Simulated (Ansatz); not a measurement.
# Cd: how the settings move a single-point run

Aim: see which settings change the result for Cd, by how much, and at what cost.

Method: reference: DFT, PBEsol, all-electron LAPW, scalar-relativistic, in Ansatz 0.2.0.

1 further run of the same task is left out (it didn't finish).

## 1. Starting point

It takes space group P6_3/mmc (No. 194, hexagonal). Conventional cell: a = 3.016 Å, b = 3.016 Å, c = 6.001 Å, α = 90.00°, β = 90.00°, γ = 120.00°. Cd (site symmetry -6m2) is surrounded by 6 Cd at 3.02 Å.

Coordinates:

```cif
data_structure
_symmetry_space_group_name_H-M 'P6_3/mmc'
_symmetry_Int_Tables_number 194
_cell_length_a 3.0165
_cell_length_b 3.0165
_cell_length_c 6.0014
_cell_angle_alpha 90.000
_cell_angle_beta 90.000
_cell_angle_gamma 120.000
_cell_volume 47.29
loop_
_atom_site_label
_atom_site_type_symbol
_atom_site_symmetry_multiplicity
_atom_site_Wyckoff_symbol
_atom_site_fract_x
_atom_site_fract_y
_atom_site_fract_z
_atom_site_occupancy
Cd1 Cd 2 c 0.33333 0.66667 0.25000 1
```

## 2. Baseline

Input file input.yaml:

```yaml
crystal:
  lattice:
    - [3.0164988615, 0.0, 0.0]
    - [-1.5082494308, 2.6123646446, 0.0]
    - [0.0, 0.0, 6.0013675893]
  atoms:
    - { symbol: Cd, position: [0.3333333333, 0.6666666667, 0.25] }
    - { symbol: Cd, position: [0.6666666667, 0.3333333333, 0.75] }
kpoints:
  mp_grid: { grid: [14, 14, 6] }
scf:
  occupations: { method: fermi_dirac, width: 0.03 }
hamiltonian:
  xc: pbesol
  pseudopotentials: { kind: all_electron, lapw: { basis_error: 0.00025 } }
output:
  forces: true
  stress: true
  eigenvalues: true
```

On the command line:

```console
> ansatz run input.yaml --threads 1 --pin off --max-ram 2048MiB --backend cpu --events-out ev --progress --plain --runs-dir out
```

## 3. Changing settings: lower_state_search light

Edit input.yaml of step 2 so:

```diff
@@ -12,2 +12,3 @@
   occupations: { method: fermi_dirac, width: 0.03 }
+  lower_state_search: light
 hamiltonian:
```

Q: Predict the outcome of this session. Wanted: for each run, ending; energy change; pressure; gap; force.

**Answer**, as computed:

| run | ending | energy change | pressure (GPa) | gap (eV) | force (eV/Å) | cycles | time |
| --- | --- | --- | --- | --- | --- | --- | --- |
| reference | converged | 0 | -4.5 | 0.00 | 0.00 | 8 | 27 s |
| 1: lower_state_search light | converged | 0.0 meV/atom | -4.5 | 0.00 | 0.00 | 8 | 27 s |

Residual by cycle in the longest SCF loop of each run; runs are numbered as in the table. The quantity is the density residual dr2, in eV.

| cycle | reference | run 1 |
| --- | --- | --- |
| 1 | 0.0715 | 0.0715 |
| 2 | 0.0252 | 0.0252 |
| 3 | 0.0156 | 0.0156 |
| 4 | 0.00288 | 0.00288 |
| 5 | 1.0e-4 | 1.0e-4 |
| 6 | 9.7e-6 | 9.7e-6 |
| 7 | 8.9e-7 | 8.9e-7 |
| 8 | 4.8e-8 | 4.8e-8 |

**Reading.** The changed input (search for lower states) leaves the energy the same to the digits printed.
